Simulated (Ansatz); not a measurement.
Crystal: Nb.

```xyz
1
Lattice="-1.6640 1.6640 1.6640 1.6640 -1.6640 1.6640 1.6640 1.6640 -1.6640" Properties=species:S:1:pos:R:3 pbc="T T T"
Nb    0.0000    0.0000    0.0000
```

Base run:

```yaml
Program: Ansatz 0.2.0
Functional: BLYP
Potentials_or_basis: all-electron LAPW, scalar-relativistic
Cutoff: 216 eV (chosen from the basis error)
Basis_error_allowed: 0.001 eV/atom
k_mesh: 11 × 11 × 11
Occupations: fermi-dirac, width 0.05 eV
Spin: no spin polarisation
```

Its results: pressure 4.1 GPa.

**Question.** The run is repeated on the same cell with these changes: functional from BLYP to LDA. What comes out?

**Answer.** Pressure -11.6 GPa.

LDA binds more tightly than BLYP, so the same cell stands under less pressure.
